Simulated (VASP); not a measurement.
# Sc (I4/mmm) in VASP: further runs, part 2 of 2

VASP 6.6.1.

## 3. Relaxation of cell and atoms, PBE

This run uses another cell than the first one, of 24.68 Å³/atom, 0.734 times its volume.

Input file INCAR:

```
SYSTEM = Sc
PREC = Accurate
ENCUT = 520
EDIFF = 1E-7
ISMEAR = 0
SIGMA = 0.1
LREAL = .False.
LASPH = .True.
NELM = 120
ALGO = Normal
ISIF = 3
LWAVE = .False.
LCHARG = .False.
GGA = PE
IBRION = 2
NSW = 60
EDIFFG = -0.005
POTIM = 0.3
```

Input file KPOINTS:

```
regular mesh
0
Gamma
  16 16 16
  0 0 0
```

Input file POSCAR:

```
Sc                                      
1.0
   -1.6334351136      1.6334351136      2.3127347479
    1.6334351136     -1.6334351136      2.3127347479
    1.6334351136      1.6334351136     -2.3127347479
  Sc            
     1
Direct
     0.0000000000000000    0.0000000000000000    0.0000000000000000
```

Potentials or basis: VASP PAW PBE potentials, release 64 (Sc_sv).

Command:

```console
> cat potpaw_PBE.64/Sc_sv/POTCAR > POTCAR
> mpirun -np 1 vasp_std > vasp.out
```

OUTCAR:

```text
SYSTEM = Sc
   PREC = Accurate
   ENCUT = 520
   EDIFF = 1E-7
   ISMEAR = 0
   LREAL = .False.
   LASPH = .True.
   NELM = 120
   ISIF = 3
   GGA = PE
   IBRION = 2
   NSW = 60
   EDIFFG = -0.005
   POTIM = 0.3

 ion  position               nearest neighbor table
   1  0.000  0.000  0.000-

  LATTYP: Found a body centered tetragonal cell.
 ALAT       =     3.2668702272
 C/A-ratio  =     1.4158718205

  Lattice vectors:

 A1 = (  -1.6334351136,   1.6334351136,   2.3127347479)
 A2 = (   1.6334351136,  -1.6334351136,   2.3127347479)
 A3 = (   1.6334351136,   1.6334351136,  -2.3127347479)

Analysis of symmetry for initial positions (statically):
=====================================================================
 Subroutine PRICEL returns:
 Original cell was already a primitive cell.

 Routine SETGRP: Setting up the symmetry group for a
 body centered tetragonal supercell.

 Subroutine GETGRP returns: Found 16 space group operations
 (whereof 16 operations were pure point group operations)
 out of a pool of 16 trial point group operations.

The static configuration has the point symmetry D_4h.

Analysis of symmetry for dynamics (positions and initial velocities):
=====================================================================
 Subroutine PRICEL returns:
 Original cell was already a primitive cell.

 Routine SETGRP: Setting up the symmetry group for a
 body centered tetragonal supercell.

 Subroutine GETGRP returns: Found 16 space group operations
 (whereof 16 operations were pure point group operations)
 out of a pool of 16 trial point group operations.

The dynamic configuration has the point symmetry D_4h.

 Subroutine INISYM returns: Found 16 space group operations
 (whereof 16 operations are pure point group operations),
 and found     1 'primitive' translations

----------------------------------------------------------------------------------------

                                     Primitive cell

  volume of cell :      24.6825

  direct lattice vectors                    reciprocal lattice vectors
    -1.633435114  1.633435114  2.312734748     0.000000000  0.306103374  0.216194270
     1.633435114 -1.633435114  2.312734748     0.306103374  0.000000000  0.216194270
     1.633435114  1.633435114 -2.312734748     0.306103374  0.306103374  0.000000000

  length of vectors
     3.268786098  3.268786098  3.268786098     0.374752236  0.374752236  0.432895543

  position of ions in fractional coordinates (direct lattice)
     0.000000000  0.000000000  0.000000000

  ion indices of the primitive-cell ions
   primitive index   ion index
                 1           1

[... 102 lines left out ...]
 conjugate gradient relaxation of ions
 non-spin polarized calculation
 Gauss-broadening in eV      SIGMA  =   0.10
  energy-cutoff  :      520.00
  volume of cell :       24.68
 maximum number of plane-waves:       684
   NGX = 13   NGY = 13   NGZ = 13

--------------------------------------- Ionic step        1  -------------------------------------------

 number of electron      10.9999999 magnetization

 Free energy of the ion-electron system (eV)
  ---------------------------------------------------
  ext. energy  EPLUGINS =         0.00000000
  ---------------------------------------------------
  free energy    TOTEN  =        -6.20591166 eV

  energy without entropy =       -6.19566322  energy(sigma->0) =       -6.20078744

------------------------ aborting loop because EDIFF is reached ----------------------------------------

  FORCE on cell =-STRESS in cart. coord.  units (eV):
  Direction    XX          YY          ZZ          XY          YZ          ZX
  --------------------------------------------------------------------------------------
  -------------------------------------------------------------------------------------
  Total       -0.0053840     -0.0053840     -0.0100822      0.0000000      0.0000000      0.0000000
  in kB       -0.3494838     -0.3494838     -0.6544493      0.0000000      0.0000000      0.0000000
  external PRESSURE =      -0.4511389 kB  Pullay stress =       0.0000000 kB

 VOLUME and BASIS-vectors are now :
 -----------------------------------------------------------------------------
  energy-cutoff  :      520.00
  volume of cell :       24.68
      direct lattice vectors                 reciprocal lattice vectors
    -1.633435114  1.633435114  2.312734748     0.000000000  0.306103374  0.216194270
     1.633435114 -1.633435114  2.312734748     0.306103374  0.000000000  0.216194270
     1.633435114  1.633435114 -2.312734748     0.306103374  0.306103374  0.000000000

 POSITION                                       TOTAL-FORCE (eV/Angst)
 -----------------------------------------------------------------------------------
      0.00000      0.00000      0.00000        -0.000000      0.000000      0.000000
 -----------------------------------------------------------------------------------
    total drift:                                0.000000      0.000000      0.000000

  FREE ENERGIE OF THE ION-ELECTRON SYSTEM (eV)
  ---------------------------------------------------
  free  energy   TOTEN  =        -6.2059116649 eV

  energy  without entropy=       -6.1956632155  energy(sigma->0) =       -6.20078744

--------------------------------------- Ionic step        2  -------------------------------------------

 number of electron      10.9999999 magnetization

 Free energy of the ion-electron system (eV)
  ---------------------------------------------------
  ext. energy  EPLUGINS =         0.00000000
  ---------------------------------------------------
  free energy    TOTEN  =        -6.20591454 eV

  energy without entropy =       -6.19567602  energy(sigma->0) =       -6.20079528

 E-fermi :   3.7359     XC(G=0):  -9.8720

 val. band max:        3.7343483154   @ k =  -0.1250   0.5000   0.1250
 cond. band min:       3.7449632884   @ k =   0.4375   0.1250   0.0000
 fundamental gap:      0.0106149730
 Fermi energy:         3.7358753237

 k-point     1 :       0.0000    0.0000    0.0000
  band No.  band energies     occupation
      1     -45.7025      2.00000
      2     -24.1197      2.00000
      3     -24.1197      2.00000
      4     -24.1196      2.00000
      5      -1.4534      2.00000
      6       5.3111      0.00000
      7       5.3176      0.00000
      8       5.3176      0.00000
      9       6.6864      0.00000
[... 265 lines left out ...]
 k-point    24 :      -0.0625    0.0625    0.0000
  band No.  band energies     occupation
      1     -45.6995      2.00000
      2     -24.1348      2.00000
      3     -24.1251      2.00000
      4     -24.1250      2.00000
      5      -1.3213      2.00000
      6       5.2069      0.00000
      7       5.3686      0.00000
      8       5.3749      0.00000
      9       6.5867      0.00000

 [... further k-points ...]

------------------------ aborting loop because EDIFF is reached ----------------------------------------

  FORCE on cell =-STRESS in cart. coord.  units (eV):
  Direction    XX          YY          ZZ          XY          YZ          ZX
  --------------------------------------------------------------------------------------
  -------------------------------------------------------------------------------------
  Total       -0.0003664     -0.0003664     -0.0042050      0.0000000     -0.0000000      0.0000000
  in kB       -0.0237947     -0.0237947     -0.2731184      0.0000000     -0.0000000      0.0000000
  external PRESSURE =      -0.1069026 kB  Pullay stress =       0.0000000 kB

 VOLUME and BASIS-vectors are now :
 -----------------------------------------------------------------------------
  energy-cutoff  :      520.00
  volume of cell :       24.67
      direct lattice vectors                 reciprocal lattice vectors
    -1.633180553  1.633180553  2.312059811     0.000000000  0.306151086  0.216257381
     1.633180553 -1.633180553  2.312059811     0.306151086  0.000000000  0.216257381
     1.633180553  1.633180553 -2.312059811     0.306151086  0.306151086  0.000000000

 POSITION                                       TOTAL-FORCE (eV/Angst)
 -----------------------------------------------------------------------------------
      1.63318     -1.63318      2.31206        -0.000000      0.000000     -0.000000
 -----------------------------------------------------------------------------------
    total drift:                                0.000000     -0.000000      0.000000

  FREE ENERGIE OF THE ION-ELECTRON SYSTEM (eV)
  ---------------------------------------------------
  free  energy   TOTEN  =        -6.2059145447 eV

  energy  without entropy=       -6.1956760210  energy(sigma->0) =       -6.20079528

 reached required accuracy - stopping structural energy minimisation
```

OSZICAR:

```text
N       E                     dE             d eps       ncg     rms          rms(c)
DAV:   1     0.740787607063E+02    0.74079E+02   -0.53481E+03  6298   0.119E+03
DAV:   2    -0.517866745144E+01   -0.79257E+02   -0.78655E+02  6345   0.340E+02
DAV:   3    -0.687480186119E+01   -0.16961E+01   -0.16489E+01  9475   0.614E+01
DAV:   4    -0.690077560329E+01   -0.25974E-01   -0.25348E-01  9413   0.564E+00
[... 11 lines left out ...]
DAV:   1    -0.620595636188E+01   -0.44696E-04   -0.12634E-03  8283   0.680E-01    0.439E-02
DAV:   2    -0.620591613600E+01    0.40226E-04   -0.13059E-04  9435   0.176E-01    0.118E-02
DAV:   3    -0.620591418985E+01    0.19462E-05   -0.89124E-06  9634   0.460E-02    0.502E-03
DAV:   4    -0.620591454335E+01   -0.35350E-06   -0.43481E-07  6950   0.899E-03    0.370E-04
DAV:   5    -0.620591454467E+01   -0.13267E-08   -0.13436E-08  3598   0.240E-03
   2 F= -.62059145E+01 E0= -.62007953E+01  d E =-.287973E-05
```

It took 28 s on 1 thread of Intel Xeon 6975P-C (Granite Rapids), shared host; peak memory 0.2 GiB.

Results:

- Free energy: -6.2059 eV
- Relaxed volume: 24.67 Å³/atom
- Relaxed cell: a = 3.268 Å, b = 3.268 Å, c = 3.268 Å, α = 120.03°, β = 120.03°, γ = 89.94°
- Space group after relaxing (to 0.05 Å): Fm-3m (No. 225)
- Energy gained by relaxing: 0.0 meV/atom
- Ionic steps: 2
- Pressure after relaxing: 0.0 GPa
- Band gap on the k mesh: none (metal or under the smearing width)

Final structure:
```
Sc
1.0
    -1.63318    1.63318    2.31206
     1.63318   -1.63318    2.31206
     1.63318    1.63318   -2.31206
Sc
1
Direct
  0.00000 0.00000 0.00000
```
